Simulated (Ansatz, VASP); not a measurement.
## GaN: VASP beside Ansatz

The input INCAR:

```
SYSTEM = GaN
  AGGAC = 1.0
  AGGAX = 1.0
  ALDAC = 0.0
  ALDAX = 1.0
  ALGO = Normal
  EDIFF = 1E-6
  ENCUT = 520
  GGA = B5
  ISIF = 2
  ISMEAR = 0
  LASPH = .True.
  LCHARG = .False.
  LREAL = .False.
  LWAVE = .False.
  NBANDS = 16
  NELM = 80
  PREC = Accurate
  SIGMA = 0.01
```

Contents of KPOINTS:

```
k-points
0
Gamma
  8 8 8
  0 0 0
```

Contents of POSCAR:

```
GaN
1.0
    0.0000000000      2.1352350000      2.1352350000
    2.1352350000      0.0000000000      2.1352350000
    2.1352350000      2.1352350000      0.0000000000
Ga N
1 1
Direct
    0.0000000000      0.0000000000      0.0000000000
    0.5000000000      0.5000000000      0.5000000000
```

Input for Ansatz:

```yaml
crystal:
  lattice:
    - [0.0, 2.135235, 2.135235]
    - [2.135235, 0.0, 2.135235]
    - [2.135235, 2.135235, 0.0]
  atoms:
    - { symbol: Ga, position: [0.0, 0.0, 0.0] }
    - { symbol: "N", position: [0.5, 0.5, 0.5] }
basis:
  ecutwfc: 571.4391111657479
kpoints:
  mp_grid:
    grid: [8, 8, 8]
hamiltonian:
  xc: blyp
scf:
  occupations:
    method: fixed
output:
  stress: true
  eigenvalues: true
```

Measurements of this composition are mostly on another form, of space group No. 186.

Alike in both runs: task single point; functional BLYP; k mesh 8 × 8 × 8; no spin polarisation.

|  | VASP | Ansatz |
| --- | --- | --- |
| version | VASP 6.6.1 | Ansatz 0.2.0 |
| potentials or method | VASP PAW PBE potentials, release 64 (Ga_d, N) | plane waves, PAW |
| plane-wave cutoff (eV) | 520 | 571 |
| occupations | gaussian, width 0.01 eV | fixed |
| valence electrons in the cell | 18 | 18 |

|  | VASP | Ansatz | Ansatz less VASP |
| --- | --- | --- | --- |
| gap on the k mesh at the Fermi level (eV) | 0.33 | 0.30 | -0.021 |
| pressure (GPa) | 8.9 | 7.6 | -1.24 |

Caveats: the PAW data sets were made with another functional, which shifts forces and pressure a little (VASP).
